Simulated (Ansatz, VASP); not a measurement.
# Cross-check of Ge19H15 (Ge wire along [111], 38 atoms a period, H-terminated) between VASP and Ansatz, part 2 of 2

Aim: how closely do two programs agree when they are given the same cell, functional and k mesh? The structure shown is the start of the Ansatz relaxation below; VASP solves that cell, so the two are compared at the walk's first step.

VASP 6.6.1 and Ansatz 0.2.0.

So far: Set-up; Ansatz: relaxation, PBE.

## 3. VASP: single point, PBE, start cell

Level of this step: PBE; plane waves and PAW (Ge_d, H) (VASP).

The same cell, functional, mesh and smearing now go to VASP, with its own data sets.

Lines of VASP's logs that name or quote its potential files are left out, and so is its time.

Input file INCAR:

```
SYSTEM = Ge19H15
PREC = Accurate
ENCUT = 410
EDIFF = 1E-06
NELM = 120
ISMEAR = -1
SIGMA = 0.05
LREAL = Auto
ALGO = Normal
GGA = PE
NBANDS = 328
LORBIT = 11
LWAVE = .FALSE.
LCHARG = .FALSE.
ISIF = 2
LASPH = .TRUE.
GGA_COMPAT = .FALSE.
EFERMI = MIDGAP
KPAR = 4
```

Input file POSCAR:

```
Ge19H15
1.0
   17.4930000000      0.0000000000      0.0000000000
    0.0000000000     19.1480000000      0.0000000000
    0.0000000000      0.0000000000      9.9766130000
Ge H
38 30
Direct
    0.2671677242      0.6227967934      0.0000000000
    0.3835838335      0.4385861187      0.0000000000
    0.5000000000      0.6227967934      0.0000000000
    0.2671677242      0.6227967934      0.2499999749
    0.3835838335      0.4385861187      0.2499999749
    0.5000000000      0.2543754961      0.2499999749
    0.5000000000      0.6227967934      0.2499999749
    0.6164161665      0.4385861187      0.2499999749
    0.7328322758      0.6227967934      0.2499999749
    0.2671677242      0.3771825778      0.3333333667
    0.3835838335      0.5613932003      0.3333333667
    0.5000000000      0.3771825778      0.3333333667
    0.5000000000      0.7456038751      0.3333333667
    0.6164161665      0.5613932003      0.3333333667
    0.7328322758      0.3771825778      0.3333333667
    0.2671677242      0.3771825778      0.5833333417
    0.3835838335      0.5613932003      0.5833333417
    0.5000000000      0.3771825778      0.5833333417
    0.5000000000      0.7456038751      0.5833333417
    0.6164161665      0.5613932003      0.5833333417
    0.7328322758      0.3771825778      0.5833333417
    0.2671677242      0.4999896595      0.6666666333
    0.3835838335      0.3157790370      0.6666666333
    0.3835838335      0.6842003342      0.6666666333
    0.5000000000      0.4999896595      0.6666666333
    0.6164161665      0.6842003342      0.6666666333
    0.6164161665      0.3157790370      0.6666666333
    0.7328322758      0.4999896595      0.6666666333
    0.2671677242      0.4999896595      0.9166666082
    0.3835838335      0.3157790370      0.9166666082
    0.3835838335      0.6842003342      0.9166666082
    0.5000000000      0.4999896595      0.9166666082
    0.6164161665      0.6842003342      0.9166666082
    0.6164161665      0.3157790370      0.9166666082
    0.7328322758      0.4999896595      0.9166666082
    0.5000000000      0.2543754961      0.0000000000
    0.6164161665      0.4385861187      0.0000000000
    0.7328322758      0.6227967934      0.0000000000
    0.1943537415      0.4155882076      0.2812114693
    0.2671677242      0.3003713182      0.2812114693
    0.4271860173      0.7840095049      0.2812114693
    0.5728139827      0.7840095049      0.2812114693
    0.7328322758      0.3003713182      0.2812114693
    0.8056462585      0.4155882076      0.2812114693
    0.1943537415      0.5843911636      0.3021218724
    0.2671677242      0.6996080531      0.3021218724
    0.4271860173      0.2159698663      0.3021218724
    0.5728139827      0.2159698663      0.3021218724
    0.7328322758      0.6996080531      0.3021218724
    0.8056462585      0.5843911636      0.3021218724
    0.1943537415      0.5383952893      0.6145447358
    0.3107699080      0.7226059641      0.6145447358
    0.3835838335      0.2389677773      0.6145447358
    0.6164161665      0.2389677773      0.6145447358
    0.6892300920      0.7226059641      0.6145447358
    0.8056462585      0.5383952893      0.6145447358
    0.1943537415      0.3387769480      0.6354552392
    0.5000000000      0.8224151347      0.6354552392
    0.8056462585      0.3387769480      0.6354552392
    0.1943537415      0.6612024232      0.9478781025
    0.5000000000      0.1775642365      0.9478781025
    0.8056462585      0.6612024232      0.9478781025
    0.1943537415      0.4615840297      0.9687885057
    0.3107699080      0.2773734071      0.9687885057
    0.3835838335      0.7610115939      0.9687885057
    0.6164161665      0.7610115939      0.9687885057
    0.6892300920      0.2773734071      0.9687885057
    0.8056462585      0.4615840297      0.9687885057
```

Input file KPOINTS:

```
Automatic mesh
0
Gamma
1 1 9
0 0 0
```

The projector-augmented-wave data sets are Ge_d and H (PBE family, release 64).

Command:

```bash
$ mpirun -np 8 vasp_std
```

Numbers of over 12 decimals in the logs are rounded to 6 here.

Output:

```text
[banner, memory and clock lines left out]
running    8 mpi-ranks, on    1 nodes
[...]
|                                                                             |
|           W    W    AA    RRRRR   N    N  II  N    N   GGGG   !!!           |
|           W    W   A  A   R    R  NN   N  II  NN   N  G    G  !!!           |
|           W    W  A    A  R    R  N N  N  II  N N  N  G       !!!           |
|           W WW W  AAAAAA  RRRRR   N  N N  II  N  N N  G  GGG   !            |
|           WW  WW  A    A  R   R   N   NN  II  N   NN  G    G                |
|           W    W  A    A  R    R  N    N  II  N    N   GGGG   !!!           |
|                                                                             |
|     For optimal performance we recommend to set                             |
|       NCORE = 2 up to number-of-cores-per-socket                            |
|     NCORE specifies how many cores store one orbital (NPAR=cpu/NCORE).      |
|     This setting can greatly improve the performance of VASP for DFT.       |
|     The default, NCORE=1 might be grossly inefficient on modern             |
|     multi-core architectures or massively parallel machines. Do your        |
|     Unfortunately you need to use the default for GW and RPA                |
|     calculations (for HF NCORE is supported but not extensively tested      |
|     yet).                                                                   |
|                                                                             |

 LDA part: xc-table for (Slater+PW92), standard interpolation
 POSCAR, INCAR and KPOINTS ok, starting setup
[...]
entering main loop
       N       E                     dE             d eps       ncg     rms          rms(c)
DAV:   1     0.620734091955E+04    0.62073E+04   -0.23971E+05  3456   0.230E+03
DAV:   2     0.893190913775E+03   -0.53142E+04   -0.51807E+04  4320   0.550E+02
DAV:   3    -0.174622900130E+03   -0.10678E+04   -0.10397E+04  4568   0.221E+02
DAV:   4    -0.270711022296E+03   -0.96088E+02   -0.95279E+02  3704   0.718E+01
[...]
DAV:  24    -0.266230262063E+03   -0.87922E-05   -0.77115E-07  2312   0.489E-03    0.659E-04
DAV:  25    -0.266230263828E+03   -0.17652E-05   -0.30171E-07  2192   0.453E-03    0.246E-04
DAV:  26    -0.266230264536E+03   -0.70852E-06   -0.18786E-07  2096   0.253E-03
   1 F= -.26623026E+03 E0= -.26623026E+03  d E =-.643873E-08
```

Parts of OUTCAR (step 3):

```text
 POSITION                                       TOTAL-FORCE (eV/Angst)
 -----------------------------------------------------------------------------------
      4.67356     11.92531      0.00000         0.149830     -0.085314      0.180813
      6.71003      8.39805      0.00000        -0.097260     -0.056070     -0.040932
      8.74650     11.92531      0.00000         0.000000      0.112467     -0.041746
      4.67356     11.92531      2.49415         0.071115     -0.040871     -0.185085
      6.71003      8.39805      2.49415        -0.085961     -0.049793      0.042742
      8.74650      4.87078      2.49415         0.000000      0.081466     -0.185210
      8.74650     11.92531      2.49415         0.000000      0.098825      0.041806
     10.78297      8.39805      2.49415         0.085961     -0.049793      0.042742
     12.81944     11.92531      2.49415        -0.071115     -0.040871     -0.185085
      4.67356      7.22229      3.32554         0.071115      0.040871      0.185085
      6.71003     10.74956      3.32554        -0.085961      0.049793     -0.042742
      8.74650      7.22229      3.32554         0.000000     -0.098825     -0.041806
      8.74650     14.27682      3.32554         0.000000     -0.081466      0.185210
     10.78297     10.74956      3.32554         0.085961      0.049793     -0.042742
[...]
-----------------------------------------------------------------------------------
    total drift:                                0.000000      0.005264      0.004158

  FREE ENERGIE OF THE ION-ELECTRON SYSTEM (eV)
  ---------------------------------------------------
  free  energy   TOTEN  =      -266.2302645365 eV

  energy  without entropy=     -266.2302645300  energy(sigma->0) =     -266.23026453

[... 2 further parts left out ...]
```

## 4. Comparison

Known differences besides the potentials themselves: the cutoff is 420 eV in Ansatz and 410 eV in VASP (PREC = Accurate, projectors in real space). Total energies have different zeros and are not compared.

Forces on 10 of the 68 atoms, those with the largest forces and the largest differences (eV/Å; atoms numbered as in POSCAR):

```
atom          Ansatz x, y, z            VASP x, y, z
Ge23    -0.138, 0.237, 0.120    -0.138, 0.221, 0.115
Ge26    -0.274, 0.001, 0.120    -0.261, 0.010, 0.115
Ge27     0.138, 0.237, 0.120     0.138, 0.221, 0.115
Ge30   0.274, -0.001, -0.120   0.261, -0.010, -0.115
Ge31  -0.138, -0.237, -0.120  -0.138, -0.221, -0.115
Ge33   0.138, -0.237, -0.120   0.138, -0.221, -0.115
Ge34  -0.274, -0.001, -0.120  -0.261, -0.010, -0.115
 H44   -0.131, -0.135, 0.014   -0.148, -0.145, 0.020
 H45    0.131, 0.135, -0.014    0.148, 0.145, -0.020
 H50   -0.131, 0.135, -0.014   -0.148, 0.145, -0.020
```

The forces differ by 9.4 meV/Å r.m.s., which is 8.7 % of the r.m.s. force of 0.108 eV/Å (both taken over all components).

## 5. What came out

```
r.m.s. force difference (single point, PBE, start cell) : 9.4 meV/Å
```

In words: The r.m.s. force difference is 9.4 meV/Å (single point, PBE, start cell), within the 12 meV/Å picked in this series as the mark of a large difference. VASP runs on this material, other cells of it included, that failed, so that no pair exists: single point, PBE (timeout). Such differences can come from data sets, numerical settings and the points named under the comparisons, not from the functional's error against experiment.

[Lines on the potential files, build, host, timing and source positions are cut from VASP's logs without a mark.]

[Logs are printed without paths, hosts, clocks, repeated set-up lines and the standing remarks that a program may print on its own settings, such as how far it seeks lower states.]

[Hosts, paths, dates, database ids (printed as entryN), source tags and the programs' standing remarks are cut or masked in the printed files.]
